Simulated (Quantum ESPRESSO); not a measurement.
The system is HfO2.

```
Hf O
1.0
     5.11800    0.00000    0.00000
     0.00000    5.18570    0.00000
    -0.85866    0.00000    5.21387
Hf O
4 8
Cartesian
  0.8021 2.3870 3.6914
  3.0279 4.9798 4.1294
  3.4573 2.7987 1.5224
  1.2314 0.2059 1.0845
  -0.3473 0.8733 4.4146
  4.1773 3.4661 3.4062
  4.6066 4.3124 0.7993
  0.0821 1.7196 1.8076
  1.4549 3.8473 5.1101
  2.3751 1.2544 2.7107
  2.8045 1.3384 0.1038
  1.8842 3.9313 2.5032
```

Base run:

* Program: Quantum ESPRESSO 7.5
* Functional: LDA
* Potentials or basis: GBRV 1.5 LDA
* Cutoff: 612 eV
* Density cutoff: 4898 eV
* k mesh: 5 × 5 × 5
* Occupations: fermi-dirac, width 0.05 eV
* Spin: no spin polarisation

Its results: band gap on the k mesh 4.02 eV, indirect (least direct gap 4.09 eV); pressure -9.2 GPa; largest force 0.422 eV/Å.

After a change of settings the same cell gave: band gap on the k mesh 4.11 eV, indirect (least direct gap 4.18 eV); pressure -3.3 GPa; largest force 0.439 eV/Å. Which change was it?
A. functional from LDA to PBEsol; potentials or basis from GBRV 1.5 LDA to GBRV 1.5 PBEsol
B. functional from LDA to PBE; potentials or basis from GBRV 1.5 LDA to SSSP 1.3 efficiency PBE; cutoff from 612 eV to 816 eV; density cutoff from 4898 eV to 5987 eV
C. functional from LDA to PBE; potentials or basis from GBRV 1.5 LDA to PseudoDojo 0.5 SR PBE standard; cutoff from 612 eV to 1143 eV; density cutoff from 4898 eV to 4572 eV

A.

Caveats: spin-orbit coupling is left out, which moves the levels of the heavy elements; some levels on the path didn't converge (some runs).

Not every run made on this cell is shown here.
